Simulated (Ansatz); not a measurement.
## TaBr3 (honeycomb trihalide sheet): Hubbard U and Hund's J by constrained RPA

Aim: U, U′ and J for the Ta t2g shell of TaBr3 (honeycomb trihalide sheet).

Method: non-magnetic LDA, then constrained RPA, plane waves, PAW, in Ansatz 0.2.0.

## (1) Set-up

The cell holds 8 atoms: 2 Ta and 6 Br. Cell: a = 5.919 Å, b = 5.919 Å, c = 29.859 Å, α = 90.0°, β = 90.0°, γ = 120.0°. Vacuum lies along c.

The structure was relaxed with LDA. The structure was generated from a model, not taken from a measurement. The runs that relaxed it are not among those shown. The program's search for lower electronic states was switched off, so nothing shows that the state found is the lowest. Spin-orbit coupling is left out unless a step names it. The default PAW set here is soft_2. Its files were made with PBE. The Coulomb interaction is cut off across the vacuum.

## (2) LDA bands and orbital weights

This step: DFT, LDA, plane waves, PAW.

File input.yaml:

```yaml
crystal:
  lattice:
    - [4.83316635, -2.41658318, 2.41658318]
    - [-2.41658318, -2.41658318, -4.83316635]
    - [17.23921716, 17.23921716, -17.23921716]
  atoms:
    - { symbol: Ta, position: [0.3333333333, 0.6666666667, 0.3186555567] }
    - { symbol: Ta, position: [0.6666666667, 0.3333333333, 0.3186555567] }
    - { symbol: Br, position: [0.3213057264, 0.0, 0.3720803253] }
    - { symbol: Br, position: [0.0, 0.3213057264, 0.3720803253] }
    - { symbol: Br, position: [0.6786942736, 0.6786942736, 0.3720803253] }
    - { symbol: Br, position: [0.6786942736, 0.0, 0.2652307882] }
    - { symbol: Br, position: [0.0, 0.6786942736, 0.2652307882] }
    - { symbol: Br, position: [0.3213057264, 0.3213057264, 0.2652307882] }
  periodic: [true, true, false]
kpoints:
  mp_grid: { grid: [6, 6, 1] }
  band_path:
    path:
      - [0.0, 0.0, 0.0]
      - [0.5, 0.0, 0.0]
      - [0.33333333, 0.33333333, 0.0]
      - [0.0, 0.0, 0.0]
    npoints: 10
hamiltonian:
  xc: lda
scf:
  occupations: { method: gaussian, width: 0.08 }
  n_extra_bands: 24
  max_iter: 150
  lower_state_search: "off"
output:
  eigenvalues: true
  forces: true
  stress: true
  fatbands: true
  write_density: true
  write_potential: true
  elf: true
  volumetric_format: npy
```

The run is started by

```bash
ansatz run input.yaml --threads 4 --pin off --max-ram 14745MiB --backend cpu --events-out ev --progress --plain --runs-dir out
```

Numbers of over 12 decimals in the logs are rounded to 6 here.

What it wrote:

```text
Warning: crystal.periodic: the lattice vector that does not repeat stood 1e-7° off the slab's normal, 29.859 Å along it as the deck builds it. The run solves the slab on a vector along the normal, 29.859 Å long, with every atom where it was (on the deck's vector they left 26.67 Å outside them, and the widest stretch free of ions among them is 1.60 Å). A fractional position that the run reports is one of the run's cel [...]
crystal.periodic: the lattice vector that does not repeat stood 1e-7° off the slab's normal, 29.859 Å along it as the deck builds it. The run solves the slab on a vector along the normal, 29.859 Å long, with every atom where it was (on the deck's vector they left 26.67 Å outside them, and the widest stretch free of ions among them is 1.60 Å). A fractional position that the run reports is one of the run's cell, which  [...]
scf.n_extra_bands = 24 over 34 filled bands (N_el = 68.0): the run solves 58 bands
Engine: ansatz 0.2.0, aarch64-unknown-linux-gnu
Pseudopotentials: kind: paw
Pseudopotential: Ta, paw, valence charge 13, recommended cutoff 420 eV (normal), Ta.paw.azcp
Pseudopotential: Br, paw, valence charge 7, recommended cutoff 420 eV (normal), Br.paw.azcp
Functional definition: SPW92
  exchange = slater_x
  correlation = pw_c
Crystal: 8 atoms, lattice volume = 906.074 Å³
Basis set: ecut = 420 eV, 17619 PW (Γ)
Bands: 58, of which v1, the nominal top of the filled ones, is band 34 counted from 1 (33 counted from 0)
Symmetry: 12 space group operations
Space group: P-31m (ITA 162), of the structure as read, at distance tolerance 9.7e-5 Å
k-points: 7 of 36
Non-local potential: Ta, projectors of the file, l = 0: 3, l = 1: 2, l = 2: 2, l = 3: 1
Non-local potential: Br, projectors of the file, l = 0: 2, l = 1: 2, l = 2: 2
PAW form: soft (Blöchl's): semilocal exchange-correlation on the pseudo side does not see the compensation charge
PAW frozen core: Ta, regenerated for the run's functional, and the local potential with it (the file was generated under x = pbe(κ = 0.804, μ = 0.219515), c = pbe(β = 0.066725))
PAW frozen core: Br, regenerated for the run's functional, and the local potential with it (the file was generated under x = pbe(κ = 0.804, μ = 0.219515), c = pbe(β = 0.066725))
PAW one-centre angular grid: Ta, 590 points (default); XC on 64 Gauss nodes
PAW one-centre angular grid: Br, 110 points (default); XC on 64 Gauss nodes
Initial density: superposition of atomic densities (neutral atoms: chi_scale 0, normalization atom), corrected by the library's trained network
Initial wavefunctions: pseudopotential atomic-orbital guess
Functional: x = slater, c = lda
SCF iter   1: F=—  HF=-35533.862714 eV  |F-HF|=—  |Δ(HF+E_count)|=         —  Δρ=2.18e-3  dr2=2.84e-2  ethr=1.77e-3  ⟨swp⟩=13.0  Hψ=3108  notcnv=0  defer=70
preconditioner: auto → LDOS  [metal: Δε(μ)=0.029 eV  Ē_g=11.711 eV  σ=0.080 eV  W_gap=0.20  n_scr=94 (ndim 8)  ℏωp=8.9 eV  f_vac=0.758  D(μ)=7.88/eV (n_scr^D=28)  β→1.0]
SCF iter   2: F=—  HF=-35533.862996 eV  |F-HF|=—  |Δ(HF+E_count)|=   2.81e-4  Δρ=6.75e-4  dr2=5.89e-3  ethr=4.18e-5  ⟨swp⟩=3.7  Hψ=958  notcnv=0  defer=114
SCF iter   3: F=—  HF=-35533.861535 eV  |F-HF|=—  |Δ(HF+E_count)|=   1.46e-3  Δρ=2.42e-4  dr2=1.38e-3  ethr=8.66e-6  ⟨swp⟩=2.1  Hψ=485  notcnv=0  defer=114
SCF iter   4: F=—  HF=-35533.861306 eV  |F-HF|=—  |Δ(HF+E_count)|=   2.29e-4  Δρ=1.09e-4  dr2=1.56e-4  ethr=2.04e-6  ⟨swp⟩=3.0  Hψ=564  notcnv=0  defer=114
SCF iter   5: F=—  HF=-35533.861319 eV  |F-HF|=—  |Δ(HF+E_count)|=   1.23e-5  Δρ=5.06e-5  dr2=6.73e-5  ethr=2.29e-7  ⟨swp⟩=3.0  Hψ=495  notcnv=0  defer=114
SCF iter   6: F=—  HF=-35533.861250 eV  |F-HF|=—  |Δ(HF+E_count)|=   6.90e-5  Δρ=1.82e-5  dr2=6.93e-6  ethr=9.89e-8  ⟨swp⟩=3.0  Hψ=559  notcnv=0  defer=114
SCF iter   7: F=—  HF=-35533.861250 eV  |F-HF|=—  |Δ(HF+E_count)|=   6.04e-7  Δρ=4.19e-6  dr2=1.46e-7  ethr=1.02e-8  ⟨swp⟩=2.4  Hψ=485  notcnv=0  defer=114
SCF iter   8: F=-35533.861251 eV  HF=-35533.861251 eV  |F-HF|=1.10e-7  |Δ(HF+E_count)|=   7.77e-7  Δρ=1.18e-6  dr2=1.37e-8  ethr=1.47e-10  ⟨swp⟩=38.9  Hψ=5689  notcnv=0
SCF 1 converged in 8 iterations: F = -35533.861251 eV  dr2 = 1.37e-8
  greatest PAW one-centre occupation: 1.000 electrons in one spin orbital (limit 2), on the Ta atom at site 1 (counted from 0), in its partial waves of l = 0
NSCF: frozen V_eff on 31 k-points
WARN: The output density's exchange-correlation potential varies sharply where the density is thin. Do not read a vacuum level from v_tot or v_xc, or from such a field of the output density. On a cell that repeats whose density bears no net charge and no dipole along the vacuum's axis use v_es (v_loc + v_h of the components); under efield.dipole_correction with no amplitude use v_es + v_field, which holds any externa [...]
SCF converged after 8 iterations
Free energy (F): -35533.861251 eV
Harris-Foulkes:  -35533.861251 eV  (|F-HF|=1.10e-7)
Internal energy: -35533.835715 eV  (E = F + TS)
E sigma→0 (E₀):  -35533.848483 eV
Entropy (-TS):   -0.025536 eV (-3.192 meV/atom)
Fermi energy:    -4.567263 eV
--- Per-component energies (eV) ---
  E_band       = -1373.773778
  E_kinetic    = 1542.729851
  E_local      = -84345.477750  (includes V_loc(G=0)·N_el)
  E_nonlocal   = 472.085625
  E_hartree    = 41152.554697
  E_xc         = -2001.997847
  E_vxc        = -1038.596789  (∫ρ·V_xc dr)
  E_paw        = -29262.818859  (= ΣΔE_a)
  E_vpaw       = -309.614210  (= ΣTr[D̂ρ^β])
  E_aug_tail   = 0.000316  (compensation charges beyond the density's cutoff)
  E_ewald      = 36907.331377
  E_core_change = 1.756873  (= ΣΔE_core)
  E_smearing   = -0.025536  (= −TS)
  E_closure    = -0.000000  (closes the sum)
  Σ components = -35533.861251   (vs F -35533.861251, Δ=0.00e0)
--- Forces (eV/Å), atoms counted from 1 ---
  atom   1  Ta    -0.00000000     0.00000000    -0.00000000
  atom   2  Ta     0.00000000    -0.00000000     0.00000000
  atom   3  Br    -0.00469113     0.00589061    -0.00589061
  atom   4  Br     0.00589061     0.00589061     0.00469113
  atom   5  Br     0.00589061    -0.00469113    -0.00589061
  atom   6  Br     0.00469113    -0.00589061     0.00589061
  atom   7  Br    -0.00589061    -0.00589061    -0.00469113
  atom   8  Br    -0.00589061     0.00469113     0.00589061
  max |Σ_I F_I| component: 1.91e-17 eV/Å
--- 2D stress c σ (N/m, compression-positive) ---
        0.011104      -0.005552       0.005552
       -0.005552       0.011104       0.005552
        0.005552       0.005552       0.011104
  P = ½ c Tr σ = 0.0167 N/m
--- Band table (eV; the first three rows and the last of 7) ---
  k-point 0: bands = [... 30 lower, -6.5517, -6.5517, -4.4422, -4.2668, -4.2668, -3.4137, -3.4137, -3.2688, ... 20 higher]
  k-point 1: bands = [... 30 lower, -7.2268, -6.7536, -4.4596, -4.4553, -4.2899, -3.3388, -3.3385, -3.0986, ... 20 higher]
  k-point 2: bands = [... 30 lower, -7.4008, -7.1203, -4.9829, -4.5898, -4.4043, -3.2788, -3.1903, -2.7999, ... 20 higher]
  k-point 6: bands = [... 30 lower, -7.4216, -7.4216, -5.1769, -5.0808, -5.0808, -2.8886, -2.8886, -2.8504, ... 20 higher]
  ° read free of the cell's end (the report's vacuum.weakly_bound_levels)
  °? not known for the slab's own: over its row's bound_up_to_ev there, or no deeper under its free states than its continued_xc_part_ev in size
```

The job ended after 42 s (4 threads of Arm Neoverse V2, shared host; peak memory 1.7 GiB; 2.6 min of CPU time).

Electronic bands along the path, in eV, zero at the Fermi level:

| point | band 31 | band 32 | band 33 | band 34 | band 35 | band 36 | band 37 | band 38 |
| --- | --- | --- | --- | --- | --- | --- | --- | --- |
| Γ | -1.98 | -1.98 | 0.13 | 0.30 | 0.30 | 1.15 | 1.15 | 1.30 |
| halfway | -2.81 | -2.38 | -0.13 | 0.05 | 0.23 | 1.28 | 1.31 | 1.62 |
| M | -2.88 | -2.75 | -0.80 | -0.11 | 0.08 | 1.28 | 1.43 | 1.93 |
| halfway | -2.80 | -2.77 | -0.73 | -0.30 | -0.19 | 1.44 | 1.56 | 1.88 |
| K | -2.85 | -2.85 | -0.61 | -0.51 | -0.51 | 1.68 | 1.68 | 1.72 |
| halfway | -2.79 | -2.47 | -0.09 | -0.06 | 0.00 | 1.34 | 1.40 | 1.68 |
| Γ | -1.98 | -1.98 | 0.13 | 0.30 | 0.30 | 1.15 | 1.15 | 1.30 |

Of the projections kept (Ta 5d, Br 4p), the largest for each band there; the rest of the weight can lie on other orbitals:

| point | band 31 | band 32 | band 33 | band 34 | band 35 | band 36 | band 37 | band 38 |
| --- | --- | --- | --- | --- | --- | --- | --- | --- |
| Γ | Br 4p 0.99 | Br 4p 0.99 | Ta 5d 0.71 | Ta 5d 0.82 | Ta 5d 0.82 | Ta 5d 0.74 | Ta 5d 0.74 | Ta 5d 0.87 |
| M | Br 4p 0.95 | Br 4p 0.99 | Ta 5d 0.77 | Ta 5d 0.82 | Ta 5d 0.64 | Ta 5d 0.84 | Ta 5d 0.79 | Ta 5d 0.79 |
| K | Br 4p 0.89 | Br 4p 0.89 | Ta 5d 0.71 | Ta 5d 0.78 | Ta 5d 0.78 | Ta 5d 0.76 | Ta 5d 0.76 | Ta 5d 0.92 |
| Γ | Br 4p 0.99 | Br 4p 0.99 | Ta 5d 0.71 | Ta 5d 0.82 | Ta 5d 0.82 | Ta 5d 0.74 | Ta 5d 0.74 | Ta 5d 0.87 |

Electrostatic potential energy in the ca plane at fractional y = 0.321, with atoms of Ta and Br within 0.2 Å of it. With pseudopotentials it is smooth inside the atoms' cores, unlike the true potential.

Values in eV, 9 rows by 16 columns, each cell a mean:
```
  0   0   0   0   0   0  -1  -1  -3 -10 -56 -23  -1   0   0   0
  0   0   0   0   0   0  -1  -3 -17 -21 -12  -4   0   0   0   0
  0   0   0   0   0   0   0  -5 -45 -50  -7  -1   0   0   0   0
  0   0   0   0   0   0  -1  -5 -41 -46  -6  -1   0   0   0   0
  0   0   0   0   0   0  -4 -19 -15 -15  -3  -1   0   0   0   0
  0   0   0   0   0   0 -20 -62 -17  -3  -1  -1   0   0   0   0
  0   0   0   0   0   0 -18 -61 -15  -2  -2  -1   0   0   0   0
  0   0   0   0   0   0  -4 -14  -4  -4 -22  -8   0   0   0   0
  0   0   0   0   0   0  -1  -2  -2 -11 -62 -28  -1   0   0   0
```
Columns run along c (16.0 Å, from fractional 0.02 to 0.56 of the cell; values clipped at the 3rd and 97th percentile), rows up along a (5.9 Å). Atoms in or near the plane, at fractional coordinates: Ta at (0.32, 0.67), Br at (0.37, 0.00), Br at (0.27, 0.32).

Valence density in the ca plane at fractional y = 0.321, with atoms of Ta and Br within 0.2 Å of it. It is the smooth field of the valence electrons, not physical close to the nuclei.

Values in e/Å³, 9 rows by 16 columns, each cell a mean:
```
0.0 0.0 0.0 0.0 0.0 0.0 0.0 0.1 0.1 0.4 0.9 0.7 0.0 0.0 0.0 0.0
0.0 0.0 0.0 0.0 0.0 0.0 0.0 0.1 0.7 0.9 0.5 0.2 0.0 0.0 0.0 0.0
0.0 0.0 0.0 0.0 0.0 0.0 0.0 0.2 2.6 3.0 0.2 0.0 0.0 0.0 0.0 0.0
0.0 0.0 0.0 0.0 0.0 0.0 0.0 0.2 2.3 2.7 0.2 0.0 0.0 0.0 0.0 0.0
0.0 0.0 0.0 0.0 0.0 0.0 0.2 0.7 0.6 0.5 0.1 0.0 0.0 0.0 0.0 0.0
0.0 0.0 0.0 0.0 0.0 0.0 0.6 0.8 0.6 0.1 0.1 0.0 0.0 0.0 0.0 0.0
0.0 0.0 0.0 0.0 0.0 0.0 0.6 0.9 0.5 0.1 0.1 0.0 0.0 0.0 0.0 0.0
0.0 0.0 0.0 0.0 0.0 0.0 0.2 0.5 0.2 0.2 0.7 0.3 0.0 0.0 0.0 0.0
0.0 0.0 0.0 0.0 0.0 0.0 0.0 0.1 0.1 0.4 0.8 0.7 0.0 0.0 0.0 0.0
```
Columns run along c (16.0 Å, from fractional 0.02 to 0.56 of the cell), rows up along a (5.9 Å). Atoms in or near the plane, at fractional coordinates: Ta at (0.32, 0.67), Br at (0.37, 0.00), Br at (0.27, 0.32).

(Continued in part 2 of 2.)

[Paths, hosts, dates, memory and timing lines, banners, echoed tables and standing remarks are left out of the program output.]

[Logs are printed without paths, hosts, clocks, repeated set-up lines and the standing remarks that a program may print on its own settings, such as how far it seeks lower states.]

[Runs of the session that timed out or met a known fault of the program may be left out.]

[Hosts, paths, dates, database ids (printed as entryN), source tags and the programs' standing remarks are cut or masked in the printed files.]
